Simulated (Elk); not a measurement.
An Elk run on Ce with settings drawn from a wide range, so not all are converged; totals and levels move with the basis, and no second program has checked them. All numbers below come from Elk 11.2.3 with local patches, DFT, Wu-Cohen GGA, all-electron APW+lo, Dirac cores, scalar-relativistic bands. Elk's input is in atomic units.

Command: `OMP_NUM_THREADS=1 elk` The run took 0.03 s on 1 thread of Arm Neoverse N1, on a shared host, peak memory 0.04 GiB.

```
tasks
  0
  110
  115
  15
  33
  43
  53
  73

xctype
  26

rgkmax
  8

gmaxvr
  10

lmaxapw
  12

lmaxo
  6

lmaxi
  2

nrmtscf
  1.5

nempty
  8

epspot
  1e-07

epsengy
  1e-05

maxscl
  60

swidth
  0.001

stype
  3

lradstp
  4

mixtype
  3

hmaxvr
  6

reducebf
  0.5

spinpol
  .true.

tforce
  .true.

sppath
  './'

avec
  2.92340631480 -5.67579241531 0.00000000000
  2.92340631480 5.67579241531 0.00000000000
  0.00000000000 0.00000000000 9.91350324979

atoms
  1
  'Ce.in'
  2
  0.895000000000 0.105000000000 0.250000000000   0.000 0.000 -0.200
  0.105000000000 0.895000000000 0.750000000000   0.000 0.000 -0.200

ngridk
  10 10 5

plot3d
  0 0 0
  1 0 0
  0 1 0
  0 0 1
  17 17 27
```

Muffin-tin radii in the species files: Ce 2.54 bohr.

The cell comes from COD entry 1533274, which wasn't checked; take it as a given geometry.

Problem. What does the run give?

Solution. It refused before any iteration.
```
Error(init0): requested spin-polarised run with spin-unpolarised
 exchange-correlation functional
```
